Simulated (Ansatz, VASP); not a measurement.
**One calculation of BN, two programs**

Contents of INCAR:

```
  PREC = Accurate
  ENCUT = 520
  EDIFF = 1E-6
  ISMEAR = 0
  SIGMA = 0.05
  LREAL = F
  LASPH = T
  NELM = 60
  ALGO = Normal
  ISIF = 2
  LWAVE = F
  LCHARG = F
  GGA = PE
  NBANDS = 11
```

KPOINTS

```
Automatic mesh
0
Gamma
  12 12 12
```

POSCAR

```
BN
1.0
    0.0000000000      1.9646737274      1.6985162336
    1.6985162336      0.0000000000      1.6985162336
    1.6985162336      1.9646737274      0.0000000000
B N
1 1
Direct
    0.0000000000      0.0000000000      0.0000000000
    0.7500000000      0.7500000000      0.7500000000
```

Input for Ansatz:

```yaml
crystal:
  lattice:
    - [0.0, 1.9646737274, 1.6985162336]
    - [1.6985162336, 0.0, 1.6985162336]
    - [1.6985162336, 1.9646737274, 0.0]
  atoms:
    - { symbol: B, position: [0.0, 0.0, 0.0] }
    - { symbol: "N", position: [0.75, 0.75, 0.75] }
basis:
  ecutwfc: 520.0
kpoints:
  mp_grid: { grid: [12, 12, 12] }
hamiltonian:
  xc: pbe
scf:
  occupations: { method: gaussian, width: 0.05 }
output:
  forces: true
  stress: true
  eigenvalues: true
```

Alike in both runs: task single point; functional PBE; k mesh 12 × 12 × 12; occupations gaussian, width 0.05 eV; no spin polarisation.

```csv
,VASP,Ansatz
version,VASP 6.6.1,Ansatz 0.2.0
potentials or method,"VASP PAW PBE potentials, release 64 (B, N)","scalar-relativistic, plane waves, PAW"
plane-wave cutoff (eV),520,520
valence electrons in the cell,8,8
```

```csv
,VASP,Ansatz,Ansatz less VASP
gap on the k mesh at the Fermi level (eV),3.13,3.14,+0.014
least direct gap on the mesh (eV),7.73,7.74,+0.007
pressure (GPa),20.3,20.0,-0.31
largest component of the traceless stress (GPa),74.96,74.94,-0.017
```

Caveats: so large a pressure means that the cell lies far from this level's equilibrium, or that cutoff or potentials fall short (VASP). A k mesh can miss the band edges.
